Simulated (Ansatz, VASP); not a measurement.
**GaP: VASP beside Ansatz**

One calculation is typed for both programs; each brings its own data sets and cutoff. How far apart do they land? The cell is taken from a series of VASP runs on this material, whose earlier steps may have relaxed, scaled or displaced it; both programs get it as it stands.

Calculated with Ansatz 0.2.0; plane waves, with VASP 6.6.1 beside it; band structure at LDA, spin-orbit coupling and band structure at r2SCAN, spin-orbit coupling.

**1. Starting point**

It takes space group F-43m (No. 216, cubic). Conventional cell: a = 5.451 Å, b = 5.451 Å, c = 5.451 Å, α = 90.00°, β = 90.00°, γ = 90.00°. Nearest to Ga lie 4 P at 2.36 Å. Nearest to P lie 4 Ga at 2.36 Å. Farther neighbours are not listed.

**2. VASP: band structure, LDA, spin-orbit coupling**

The same path points are solved in both programs, so levels can be compared one by one.

Lines of VASP's logs that name or quote its potential files are left out, and so is its time.

INCAR

```
SYSTEM = GaP
PREC = Accurate
ENCUT = 350
EDIFF = 1E-06
NELM = 100
ISMEAR = 0
SIGMA = 0.03
LREAL = .FALSE.
ALGO = Normal
GGA = CA
LNONCOLLINEAR = .TRUE.
MAGMOM = 0 0 0 0 0 0
NBANDS = 30
GGA_COMPAT = .FALSE.
LASPH = .TRUE.
LSORBIT = .TRUE.
LORBIT = 11
LWAVE = .FALSE.
LCHARG = .FALSE.
KPAR = 4
```

POSCAR

```
GaP
1.0
    0.0000000000      2.7252500000      2.7252500000
    2.7252500000      0.0000000000      2.7252500000
    2.7252500000      2.7252500000      0.0000000000
Ga P
1 1
Direct
    0.0000000000      0.0000000000      0.0000000000
    0.7500000000      0.7500000000      0.7500000000
```

KPOINTS

```
Automatic mesh
0
Gamma
8 8 8
0 0 0
```

KPOINTS_OPT

```
Line mode
10
Line-mode
Reciprocal
  0.00000000   0.00000000   0.00000000 GAMMA
  0.50000000   0.00000000   0.50000000 X

  0.50000000   0.00000000   0.50000000 X
  0.50000000   0.25000000   0.75000000 W

  0.50000000   0.25000000   0.75000000 W
  0.37500000   0.37500000   0.75000000 K

  0.37500000   0.37500000   0.75000000 K
  0.00000000   0.00000000   0.00000000 GAMMA

  0.00000000   0.00000000   0.00000000 GAMMA
  0.50000000   0.50000000   0.50000000 L

  0.50000000   0.50000000   0.50000000 L
  0.62500000   0.25000000   0.62500000 U

  0.62500000   0.25000000   0.62500000 U
  0.50000000   0.25000000   0.75000000 W

  0.50000000   0.25000000   0.75000000 W
  0.50000000   0.50000000   0.50000000 L

  0.50000000   0.50000000   0.50000000 L
  0.37500000   0.37500000   0.75000000 K

  0.62500000   0.25000000   0.62500000 U
  0.50000000   0.00000000   0.50000000 X
```

PAW data sets: Ga_d and P (LDA family, release 64).

Command:

```
$ mpirun -np 4 vasp_ncl
```

Numbers of over 12 decimals in the logs are rounded to 6 here.

The program printed:

```text
[banner, memory and clock lines left out]
running    4 mpi-ranks, on    1 nodes
 distrk:  each k-point on    1 cores,    4 groups
 distr:  one band on    1 cores,    1 groups

 POSCAR found type information on POSCAR GaP
 POSCAR found :  2 types and       2 ions
 LDA part: xc-table for (Slater(with rela. corr.)+CA(PZ))
 , standard interpolation
 POSCAR, INCAR and KPOINTS ok, starting setup
 FFT: planning ... GRIDC
 FFT: planning ... GRID_SOFT
 FFT: planning ... GRID
 WAVECAR not read
 entering main loop
       N       E                     dE             d eps       ncg     rms          rms(c)
DAV:   1     0.109140001734E+03    0.10914E+03   -0.67673E+03  2814   0.141E+03
DAV:   2     0.358478234003E+01   -0.10556E+03   -0.10001E+03  2688   0.365E+02
DAV:   3    -0.103149693557E+02   -0.13900E+02   -0.13730E+02  3068   0.102E+02
DAV:   4    -0.107541798630E+02   -0.43921E+00   -0.43830E+00  3150   0.199E+01
DAV:   5    -0.107645794036E+02   -0.10400E-01   -0.10397E-01  3134   0.282E+00    0.435E+00
DAV:   6    -0.104957137183E+02    0.26887E+00   -0.31414E-01  3850   0.108E+01    0.263E+00
DAV:   7    -0.104514000192E+02    0.44314E-01   -0.13266E-01  3142   0.254E+00    0.108E+00
DAV:   8    -0.104470108602E+02    0.43892E-02   -0.20291E-02  3324   0.220E+00    0.240E-01
DAV:   9    -0.104467297801E+02    0.28108E-03   -0.23040E-03  3872   0.942E-01    0.120E-01
DAV:  10    -0.104467582596E+02   -0.28480E-04   -0.27143E-04  4002   0.190E-01    0.302E-02
DAV:  11    -0.104467557333E+02    0.25263E-05   -0.54205E-05  3626   0.123E-01    0.124E-02
DAV:  12    -0.104467591169E+02   -0.33836E-05   -0.72306E-06  2896   0.279E-02    0.817E-03
DAV:  13    -0.104467589857E+02    0.13123E-06   -0.44552E-07  1908   0.849E-03
   1 F= -.10446759E+02 E0= -.10446759E+02  d E =-.175339E-25  mag=     0.0000    -0.0000     0.0000
 Start KPOINTS_OPT (optional k-point list driver)
k-point batch [1-43\100]
       N       E                     dE             ncg
DAV:   1     0.670826713621E+03   -0.15275E+05     2854
DAV:   2    -0.389941592116E+04   -0.45702E+04     2700
DAV:   3    -0.450230691032E+04   -0.60289E+03     3158
DAV:   4    -0.452118099722E+04   -0.18874E+02     3098
DAV:   5    -0.452162787572E+04   -0.44688E+00     3182
DAV:   6    -0.452165200723E+04   -0.24132E-01     3810
DAV:   7    -0.452165221641E+04   -0.20917E-03     3260
DAV:   8    -0.452165221936E+04   -0.29541E-05     2724
DAV:   9    -0.452165221970E+04   -0.33614E-06     1964
[...]
k-point batch [87-100\100]
       N       E                     dE             ncg
DAV:   1     0.146982736084E+05   -0.72426E+04      922
DAV:   2     0.132657820223E+05   -0.14325E+04      922
DAV:   3     0.130895297903E+05   -0.17625E+03     1026
DAV:   4     0.130845416558E+05   -0.49881E+01     1004
DAV:   5     0.130844268421E+05   -0.11481E+00     1048
DAV:   6     0.130844201112E+05   -0.67309E-02     1238
DAV:   7     0.130844200483E+05   -0.62892E-04     1102
DAV:   8     0.130844200477E+05   -0.59300E-06      860
```

From OUTCAR (step 2):

```text
ion  position               nearest neighbor table
   1  0.000  0.000  0.000-   2 2.36   2 2.36   2 2.36   2 2.36
   2  0.750  0.750  0.750-   1 2.36   1 2.36   1 2.36   1 2.36

  LATTYP: Found a face centered cubic cell.
 ALAT       =     5.4505000000

 Subroutine GETGRP returns: Found 24 space group operations
 (whereof 24 operations were pure point group operations)

The static configuration has the point symmetry T_d .

 Found     43 irreducible k-points:

   k-points           NKPTS =     43   k-points in BZ     NKDIM =     43   number of bands    NBANDS=     30

   dimension x,y,z NGX =    24 NGY =   24 NGZ =   24
   dimension x,y,z NGXF=    48 NGYF=   48 NGZF=   48

   ENCUT  =  350.0 eV  25.72 Ry    5.07 a.u.   5.88  5.88  5.88*2*pi/ulx,y,z

   NELECT =      18.0000    total number of electrons

 k-points in reciprocal lattice and weights: Automatic mesh
   0.00000000  0.00000000  0.00000000       0.002
   0.12500000  0.00000000  0.00000000       0.008
  -0.12500000  0.00000000  0.00000000       0.008
   0.25000000  0.00000000  0.00000000       0.008
  -0.25000000  0.00000000  0.00000000       0.008
   0.37500000  0.00000000  0.00000000       0.008
  -0.37500000  0.00000000  0.00000000       0.008
   0.50000000  0.00000000  0.00000000       0.008
   0.12500000  0.12500000  0.00000000       0.012
[...]
-0.37500000  0.50000000  0.12500000       0.023
  -0.25000000  0.50000000  0.25000000       0.012

 average (electrostatic) potential at core
       1 -66.5506       2 -84.6299

 E-fermi :   4.7448

 k-point     1 :       0.0000    0.0000    0.0000
  band No.  band energies     occupation
    ...
     14       4.4454      1.00000
     15       4.5334      1.00000
     16       4.5334      1.00000
     17       4.5334      1.00000
     18       4.5334      1.00000
     19       6.1411      0.00000
     20       6.1411      0.00000
     21       8.1801      0.00000
     22       8.1801      0.00000
     23       8.3546      0.00000
    ...

 k-point     2 :       0.1250    0.0000    0.0000
  band No.  band energies     occupation
    ...
     14       2.8322      1.00000
     15       4.2393      1.00000
     16       4.2393      1.00000
     17       4.2994      1.00000
     18       4.3030      1.00000
     19       6.8020      0.00000
     20       6.8020      0.00000
     21       8.5822      0.00000
     22       8.5822      0.00000
     23       8.7056      0.00000
    ...

 k-point     3 :      -0.1250    0.0000    0.0000
  band No.  band energies     occupation
    ...
     14       2.8322      1.00000
     15       4.2393      1.00000
     16       4.2393      1.00000
     17       4.2994      1.00000
     18       4.3030      1.00000
     19       6.8020      0.00000
     20       6.8020      0.00000
     21       8.5822      0.00000
     22       8.5822      0.00000
     23       8.7056      0.00000
    ...

  Total       -0.7321119     -0.7321119     -0.7321119      0.0000000      0.0000000     -0.0000000
  in kB      -28.9760391    -28.9760391    -28.9760391      0.0000000      0.0000000     -0.0000000
  external PRESSURE =     -28.9760391 kB  Pullay stress =       0.0000000 kB

  energy-cutoff  :      350.00
  volume of cell :       40.48
      direct lattice vectors                 reciprocal lattice vectors
     0.000000000  2.725250000  2.725250000    -0.183469406  0.183469406  0.183469406
     2.725250000  0.000000000  2.725250000     0.183469406 -0.183469406  0.183469406
     2.725250000  2.725250000  0.000000000     0.183469406  0.183469406 -0.183469406

 POSITION                                       TOTAL-FORCE (eV/Angst)
 -----------------------------------------------------------------------------------
      0.00000      0.00000      0.00000        -0.000000      0.000000      0.000000
      4.08788      4.08788      4.08788         0.000000     -0.000000     -0.000000
 -----------------------------------------------------------------------------------
    total drift:                                0.000000      0.000000      0.000000

  FREE ENERGIE OF THE ION-ELECTRON SYSTEM (eV)
  ---------------------------------------------------
  free  energy   TOTEN  =       -10.4467589857 eV

  energy  without entropy=      -10.4467589857  energy(sigma->0) =      -10.44675899

 Spin-Orbit-Coupling matrix elements
 Ion:    1  E_soc:     -0.0122447
 Ion:    2  E_soc:     -0.0009505

 total charge
# of ion       s       p       d       tot
------------------------------------------
    1        0.875   0.860  10.009  11.744
    2        1.025   1.513   0.000   2.538
--------------------------------------------------
tot          1.900   2.373  10.009  14.282

 magnetization (x)
# of ion       s       p       d       tot
------------------------------------------
    1       -0.000   0.000  -0.000  -0.000
    2       -0.000  -0.000   0.000  -0.000
--------------------------------------------------
tot         -0.000  -0.000  -0.000  -0.000

 magnetization (y)
# of ion       s       p       d       tot
------------------------------------------
    1        0.000   0.000   0.000   0.000
    2        0.000  -0.000   0.000  -0.000
--------------------------------------------------
tot          0.000  -0.000   0.000  -0.000

 magnetization (z)
# of ion       s       p       d       tot
------------------------------------------
    1        0.000  -0.000  -0.000  -0.000
    2       -0.000   0.000   0.000  -0.000
--------------------------------------------------
tot         -0.000   0.000  -0.000  -0.000

[... 3 further parts left out ...]
```

The run ends at a pressure of -2.90 GPa.

**3. Ansatz: band structure, LDA, spin-orbit coupling**

Ansatz runs on its fully relativistic PAW (standard-fr) files.

The same cell, functional (in two slightly different forms), mesh and smearing now go to Ansatz, which takes its cutoff from its data sets.

input.yaml

```yaml
crystal:
  lattice:
    - [0.0, 2.72525, 2.72525]
    - [2.72525, 0.0, 2.72525]
    - [2.72525, 2.72525, 0.0]
  atoms:
    - { symbol: Ga, position: [0.0, 0.0, 0.0] }
    - { symbol: P, position: [0.75, 0.75, 0.75] }
hamiltonian:
  xc: lda
  pseudopotentials: { kind: paw_fr }
magnetization:
  noncollinear: true
  spin_orbit: true
kpoints:
  mp_grid: { grid: [8, 8, 8] }
  band_path:
    path:
      - [0.0, 0.0, 0.0]
      - [0.16667, 0.0, 0.16667]
      - [0.33333, 0.0, 0.33333]
      - [0.44444, 0.0, 0.44444]
      - [0.5, 0.0, 0.5]
      - [0.5, 0.08333, 0.58333]
      - [0.5, 0.19444, 0.69444]
      - [0.5, 0.25, 0.75]
      - [0.45833, 0.29167, 0.75]
      - [0.40278, 0.34722, 0.75]
      - [0.375, 0.375, 0.75]
      - [0.20833, 0.20833, 0.41667]
      - [0.08333, 0.08333, 0.16667]
      - [0.0, 0.0, 0.0]
      - [0.22222, 0.22222, 0.22222]
      - [0.38889, 0.38889, 0.38889]
      - [0.51389, 0.47222, 0.51389]
      - [0.55556, 0.38889, 0.55556]
      - [0.61111, 0.27778, 0.61111]
      - [0.61111, 0.25, 0.63889]
      - [0.56944, 0.25, 0.68056]
      - [0.51389, 0.25, 0.73611]
      - [0.5, 0.27778, 0.72222]
      - [0.5, 0.38889, 0.61111]
      - [0.5, 0.47222, 0.52778]
      - [0.48611, 0.48611, 0.52778]
      - [0.43056, 0.43056, 0.63889]
      - [0.38889, 0.38889, 0.72222]
      - [0.59722, 0.19444, 0.59722]
      - [0.55556, 0.11111, 0.55556]
      - [0.5, 0.0, 0.5]
    npoints: 1
scf:
  occupations: { method: gaussian, width: 0.03 }
  n_extra_bands: 14
output:
  forces: true
  stress: true
  eigenvalues: true
```

Command:

```
$ ansatz run input.yaml --threads 2 --pin off --max-ram 4608MiB --backend cpu --events-out ev --progress --plain --runs-dir out
```

The program printed:

```text
scf.n_extra_bands = 14 over 18 filled bands (N_el = 18.0): the run solves 32 bands
Engine: ansatz 0.2.0, x86_64-unknown-linux-gnu
Pseudopotentials: kind: paw_fr
Pseudopotential: Ga, paw_fr, valence charge 13, recommended cutoff 420 eV (normal), Ga.paw.azcp#standard-fr
Pseudopotential: P, paw_fr, valence charge 5, recommended cutoff 420 eV (normal), P.paw.azcp#standard-fr
Functional definition: SPW92
  exchange = slater_x
  correlation = pw_c
non-collinear run that drives no moment, with spin-orbit: no starting moment large enough to seed its density (crystal.atoms[].spin), no starting occupations that ask for one, no magnetisation constraint and no magnetic field, so the semilocal B_xc is pinned to zero
Crystal: 2 atoms, lattice volume = 40.481 Å³
Basis set: ecut = 420 eV, 749 PW (Γ)
Bands: 32, of which v1, the nominal top of the filled ones, is band 18 counted from 1 (17 counted from 0)
Symmetry: 24 space group operations + 24 with time reversal
Magnetic group: BNS 216.75 (UNI 1577), of the structure as read, at distance tolerance 3.4e-5 Å
k-points: 29 of 512 (time reversal used)
Projection manifold: j_resolved (fully-relativistic pseudo-atomic orbitals)
Non-local potential: Ga, projectors of the file, l = 0: 2, l = 1: 4, l = 2: 6, l = 3: 2
Non-local potential: P, projectors of the file, l = 0: 2, l = 1: 4, l = 2: 4
PAW form: soft (Blöchl's): semilocal exchange-correlation on the pseudo side does not see the compensation charge
PAW frozen core: Ga, regenerated for the run's functional, and the local potential with it (the file was generated under x = pbe(κ = 0.804, μ = 0.219515), c = pbe(β = 0.066725))
PAW frozen core: P, regenerated for the run's functional, and the local potential with it (the file was generated under x = pbe(κ = 0.804, μ = 0.219515), c = pbe(β = 0.066725))
PAW one-centre angular grid: Ga, 590 points (default); XC on 64 Gauss nodes
PAW one-centre angular grid: P, 110 points (default); XC on 64 Gauss nodes
Initial density: superposition of atomic densities (chi_scale 0.1, normalization cell, long waves kept (reshape's long-wave potential 0.00 eV rms))
Initial wavefunctions: pseudopotential atomic-orbital guess
Functional: x = slater, c = lda
SCF iter   1: F=—  HF=-4434.034087 eV  |F-HF|=—  |Δ(HF+E_count)|=         —  Δρ=4.02e-2  dr2=6.23e-1  dr2_m=0.00e0 (ungated)  ethr=3.10e-3  |M|=0.00e0 ∫|m|=0.00e0 μB  |m|>n=0.0e0 m-floor=0.0e0 τ_xc=0.0e0  β_m=0.30  ⟨swp⟩=9.1  Hψ=6356  notcnv=0  defer=27
preconditioner: auto → none  [insulator: Δε(μ)=1.771 eV  Ē_g=17.875 eV  σ=0.030 eV  W_gap=1.00  n_scr=14 (ndim 8)  ℏωp=24.8 eV  f_vac=0.000  D(μ)=0.00/eV (n_scr^D=0)  ε∞_Penn≈2.9]
SCF iter   2: F=—  HF=-4433.887553 eV  |F-HF|=—  |Δ(HF+E_count)|=   1.47e-1  Δρ=2.54e-2  dr2=1.96e-1  dr2_m=0.00e0 (ungated)  ethr=3.10e-3  |M|=0.00e0 ∫|m|=0.00e0 μB  |m|>n=0.0e0 m-floor=0.0e0 τ_xc=0.0e0  β_m=0.47  ⟨swp⟩=2.0  Hψ=1344  notcnv=0  defer=212
SCF iter   3: F=—  HF=-4433.832360 eV  |F-HF|=—  |Δ(HF+E_count)|=   5.52e-2  Δρ=6.13e-3  dr2=8.22e-3  dr2_m=0.00e0 (ungated)  ethr=1.09e-3  |M|=0.00e0 ∫|m|=0.00e0 μB  |m|>n=0.0e0 m-floor=0.0e0 τ_xc=0.0e0  β_m=0.53  ⟨swp⟩=2.3  Hψ=1031  notcnv=0  defer=222
SCF iter   4: F=—  HF=-4433.830860 eV  |F-HF|=—  |Δ(HF+E_count)|=   1.50e-3  Δρ=1.47e-3  dr2=2.71e-4  dr2_m=0.00e0 (ungated)  ethr=4.56e-5  |M|=0.00e0 ∫|m|=0.00e0 μB  |m|>n=0.0e0 m-floor=0.0e0 τ_xc=0.0e0  β_m=0.55  ⟨swp⟩=3.0  Hψ=1443  notcnv=0  defer=222
SCF iter   5: F=—  HF=-4433.830798 eV  |F-HF|=—  |Δ(HF+E_count)|=   6.20e-5  Δρ=3.08e-4  dr2=2.37e-5  dr2_m=0.00e0 (ungated)  ethr=1.51e-6  |M|=0.00e0 ∫|m|=0.00e0 μB  |m|>n=0.0e0 m-floor=0.0e0 τ_xc=0.0e0  β_m=0.58  ⟨swp⟩=2.0  Hψ=1067  notcnv=0  defer=222
SCF iter   6: F=—  HF=-4433.830789 eV  |F-HF|=—  |Δ(HF+E_count)|=   9.00e-6  Δρ=6.48e-5  dr2=5.73e-7  dr2_m=0.00e0 (ungated)  ethr=1.32e-7  |M|=0.00e0 ∫|m|=0.00e0 μB  |m|>n=0.0e0 m-floor=0.0e0 τ_xc=0.0e0  β_m=0.72  ⟨swp⟩=2.0  Hψ=1382  notcnv=0  defer=222
SCF iter   7: F=-4433.830789 eV  HF=-4433.830789 eV  |F-HF|=2.62e-8  |Δ(HF+E_count)|=   9.50e-8  Δρ=7.60e-6  dr2=2.08e-8  dr2_m=0.00e0 (ungated)  ethr=5.56e-10  |M|=0.00e0 ∫|m|=0.00e0 μB  |m|>n=0.0e0 m-floor=0.0e0 τ_xc=0.0e0  ⟨swp⟩=11.7  Hψ=5126  notcnv=0
SCF 1 converged in 7 iterations: F = -4433.830789 eV  dr2 = 2.08e-8
  greatest PAW one-centre occupation: 0.994 electrons in one spin orbital (limit 2), on the Ga atom at site 0 (counted from 0), in its partial waves of l = 2
NSCF: frozen V_eff on 31 k-points
SCF converged after 7 iterations
Magnetization: |M| = 0.0000 μB,  M = (+0.0000, +0.0000, +0.0000) μB
Absolute magnetization: 0.0000 μB (∫|m|)
  site 0: m = (+0.0000, +0.0000, +0.0000) μB, |m| = 0.0000 μB  (R = 0.97 Å)
  site 1: m = (+0.0000, +0.0000, +0.0000) μB, |m| = 0.0000 μB  (R = 0.97 Å)
Free energy (F): -4433.830789 eV
Harris-Foulkes:  -4433.830789 eV  (|F-HF|=2.62e-8)
Internal energy: -4433.830789 eV  (E = F + TS)
E sigma→0 (E₀):  -4433.830789 eV
Fermi energy:    7.600457 eV
--- Per-component energies (eV) ---
  E_band       = -64.439482
  E_kinetic    = 186.654438
  E_local      = -2205.870162  (includes V_loc(G=0)·N_el)
  E_nonlocal   = 462.125943
  E_hartree    = 1017.376860
  E_xc         = -130.101790
  E_vxc        = -119.635434  (∫ρ·V_xc dr)
  E_paw        = -2453.222374  (= ΣΔE_a)
  E_vpaw       = -422.472171  (= ΣTr[D̂ρ^β])
  E_aug_tail   = -0.000117  (compensation charges beyond the density's cutoff)
  E_ewald      = -1312.644944
  E_core_change = 1.851356  (= ΣΔE_core)
  E_smearing   = -0.000000  (= −TS)
  E_closure    = -0.000000  (closes the sum)
  Σ components = -4433.830789   (vs F -4433.830789, Δ=0.00e0)
--- Forces (eV/Å), atoms counted from 1 ---
  atom   1  Ga    -0.00000000    -0.00000000     0.00000000
  atom   2  P      0.00000000    -0.00000000    -0.00000000
  max |Σ_I F_I| component: 8.33e-17 eV/Å
--- Stress (GPa, compression-positive) ---
       -2.764352       0.000000      -0.000000
        0.000000      -2.764352       0.000000
       -0.000000       0.000000      -2.764352
  P = ⅓ Tr σ = -2.7644 GPa (-27.644 kbar)
--- Band table (eV; the first three rows and the last of 29) ---
  k-point 0: bands = [... 14 lower, 6.8701, 6.8701, 6.8701, 6.8701, 8.4503, 8.4503, 10.5107, 10.5107, ... 10 higher]
  k-point 1: bands = [... 14 lower, 6.5749, 6.5749, 6.6359, 6.6395, 9.1197, 9.1197, 10.9114, 10.9114, ... 10 higher]
  k-point 2: bands = [... 14 lower, 6.1340, 6.1340, 6.2004, 6.2047, 8.8282, 8.8282, 11.4379, 11.4379, ... 10 higher]
  k-point 28: bands = [... 14 lower, 3.2085, 3.2278, 3.3418, 3.3931, 11.4269, 11.4310, 11.5886, 11.6179, ... 10 higher]
```

The job ended after 6.6 s (2 threads of Intel Xeon Platinum 8488C (Sapphire Rapids), shared host; peak memory 0.47 GiB; 12 s of CPU time).

In the SCF lines HF is the Harris–Foulkes energy and dr2 the Hartree energy of the density residual, in eV; the loop may stop once dr2 is under the threshold and the program's other checks hold. Hψ counts applications of the Hamiltonian.

(Part 1 of 2 ends here.)

[Lines on the potential files, build, host, timing and source positions are cut from VASP's logs without a mark.]

[Logs are printed without paths, hosts, clocks, repeated set-up lines and the standing remarks that a program may print on its own settings, such as how far it seeks lower states.]

[Hosts, paths, dates, database ids (printed as entryN), source tags and the programs' standing remarks are cut or masked in the printed files.]
